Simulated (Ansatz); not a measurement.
## Ge: do energies and stresses tell the same story?

Level of theory: Ansatz, DFT r2SCAN, scalar-relativistic, plane waves, PAW.

Settings: cutoff 500 eV, Γ-centred mesh 12×12×12 on the computed 2-atom cell, Gaussian smearing of 0.02 eV; no spin polarisation.

Relaxed cell: Fd-3m, a = 5.675 Å, b = 5.675 Å, c = 5.675 Å, α = 90.00°, β = 90.00°, γ = 90.00°, 2 atoms in the primitive cell.

Energies at zero smearing and pressures from the stress tensor, at volumes with shape and atoms relaxed:
```
V (Å³/atom) E − E(first) (meV/atom) P (GPa)
     21.475                     0.00     5.11
     22.161                   -15.75     2.33
     22.846                   -20.60     0.00
     23.531                   -16.31    -1.96
     24.217                    -4.42    -3.57
```

**Question.** Check P = −dE/dV between neighbouring volumes, and get the bulk modulus from the pressures alone.

**Answer.** With 1 eV/Å³ = 160.2 GPa:
```tsv
middle V (Å³/atom)	−ΔE/ΔV (GPa)	mean P (GPa)
21.818	3.681	3.720
22.503	1.136	1.169
23.189	-1.005	-0.977
23.874	-2.778	-2.764
```

The two differ by 0.04 GPa at most. The mean of two end pressures misses the average over a step by about ΔV² P″/12, up to 0.04 GPa here; with that taken off 0.01 GPa remains. Around V = 22.846 Å³/atom, the two neighbours give B = −V ΔP/ΔV = 22.846 × 4.29 / 1.371 = 71.5 GPa, against B0 = 70.8 GPa from the Birch–Murnaghan fit of the energies.